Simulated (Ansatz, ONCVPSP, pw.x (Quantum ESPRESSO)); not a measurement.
## From atom to crystal: ONCV potential for Hg (Z = 80)

```
Element                 : Hg (Z = 80)
Generator               : ONCVPSP 4.0.1.1 (patched build)
Type                    : optimised norm-conserving Vanderbilt (ONCV)
Functional              : PBE
Relativity              : scalar-relativistic
Frozen core             : [Xe] 4f14 5d10
Valence charge          : 2
Reference configuration : 6s2
Partial waves           : 6s: rc 2.30 bohr, ncon 4, nbas 6, qcut 2.3 1/bohr, 3 projectors, debl 1.7 Ha; p scattering state at 0.09 Ha: rc 2.45 bohr, ncon 5, nbas 10, qcut 3.4 1/bohr, 2 projectors, debl 0.4 Ha; d scattering state at 0.02 Ha: rc 1.75 bohr, ncon 3, nbas 7, qcut 5.8 1/bohr, 2 projectors, debl 2.5 Ha
Local potential         : polynomial inside 1.65 bohr (lpopt 5, dvloc0 0 Ha)
Core correction         : Teter function, fcfact 3.25, rcfact 1.25
```

In the p channel the program set the typed energies aside and used 0.050, 0.450 Ha.

Crystal test: sc Hg in pw.x 7.5, no spin, 11³ k-points, Fermi–Dirac smearing 0.01 Ry, cutoffs 50/200 Ry. The reference is all-electron LAPW (Ansatz 0.2.0) with the same functional, mesh and smearing; V0 and B0 come from Birch–Murnaghan fits to the pressures at five volumes. Errors are pseudo minus all-electron; Δ is the rms difference of the E(V) curves that follow from these fits, minima aligned, over ±6 % about the mean V0. Mesh and smearing are coarse, so the numbers serve the comparison and aren't converged zero-temperature values; the lattice is a test structure that the element need not adopt.

All-electron: a0 = 3.098 Å (V0 = 29.74 Å³/atom), B0 = 14.3 GPa.

**Question.** How far does the potential miss the all-electron equation of state?

**Answer.** mean pressure error (GPa): -28.98. The pressure does not cross zero within the volumes sampled, so no fit is given. This is a poor potential for the solid. The generator flags a localised state at positive energy (p at 27 eV). The pseudo pressure rises with volume over the whole range, a mechanical instability.

```csv
V (Å³/atom),P all-electron (GPa),P pseudo (GPa)
28.131,1.04,-32.25
28.872,0.48,-30.40
29.612,0.06,-28.70
30.352,-0.26,-27.11
31.093,-0.51,-25.62
```

**Question.** At the middle volume, how do free energy and pressure move when the wave cutoff is lowered (ecutrho kept at four times it)?

**Answer.**

```csv
cutoff (Ry),shift of F (meV/atom),shift of P (GPa)
22,+1403.8,-28.86
30,+132.6,-5.16
40,+24.7,+0.21
```

The run at the middle volume (56 k-points, 10 iterations) took about 5.6 s on one core of a shared host (Intel(R) Xeon(R) 6975P-C, 192 threads, 1512 GiB, load 76).
